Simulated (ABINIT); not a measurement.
Ga in ABINIT: convergence with cutoff

Input of the first run (cutoff 16 Ha); the others differ in this setting and in those tied to it:

The input run.abi:

```
# Pseudopotentials
pp_dirpath "./"
pseudos "Ga.upf"

# Structure
acell 5.2504567991 6.2013418613 7.9564173689
rprim
     1.0000000000     0.0000000000     0.0000000000
     0.0000000000     1.0000000000     0.0000000000
    -0.3190778872     0.0000000000     0.9477284959
ntypat 1
znucl 31
natom 2
typat 1 1
xcart
    -1.2485436028     4.6510063959     5.8074610541
     3.9602835582     1.5503354653     1.7330624116
chkprim 0
chksymtnons 0
tolsym 1.0e-6

# Plane-wave basis
ecut 16.0

# k points
kptopt 1
ngkpt 7 6 5
nshiftk 1
shiftk 0.0 0.0 0.0

# Exchange and correlation
ixc 11

# Bands and occupations
nband 17
occopt 4
tsmear 0.1 eV

# SCF cycle
nstep 100
tolvrs 1.0e-10

# Output
iomode 3
prtwf 0
prtden 0
prteig 0
prtebands 0
enunit 2
```

Potentials or basis: PseudoDojo NC SR PBE v0.4.1 standard.

Command:

```console
$ abinit run.abi > log 2>&1
```

This isn't the form of Ga at room conditions, which is orthorhombic.

Hardware: 1 thread of Arm Neoverse V2, with other jobs on the host.

| cutoff | energy less the tightest run (meV/atom) | largest force (eV/Å) | SCF cycles | CPU time (s) | peak memory (GiB) |
| --- | --- | --- | --- | --- | --- |
| 16 Ha | 95214.35 | 1.308 | 11 | 21 | 0.07 |
| 20 Ha | 33833.06 | 0.549 | 10 | 31 | 0.08 |
| 24 Ha | 8941.07 | 0.252 | 11 | 39 | 0.08 |
| 28 Ha | 1656.50 | 0.141 | 11 | 51 | 0.09 |
| 34 Ha | 56.18 | 0.154 | 11 | 75 | 0.1 |
| 40 Ha | 1.19 | 0.154 | 11 | 87 | 0.12 |
| 46 Ha | 0.83 | 0.154 | 11 | 110 | 0.14 |
| 54 Ha | 0.63 | 0.154 | 12 | 160 | 0.16 |
| 64 Ha | 0.00 | 0.154 | 12 | 200 | 0.2 |

Against the tightest run, the energy stays within 1 meV/atom from 46 Ha on; the largest force stays within 0.005 eV/Å from 34 Ha on. The tightest run that finished is the yardstick and may itself not be fully converged.
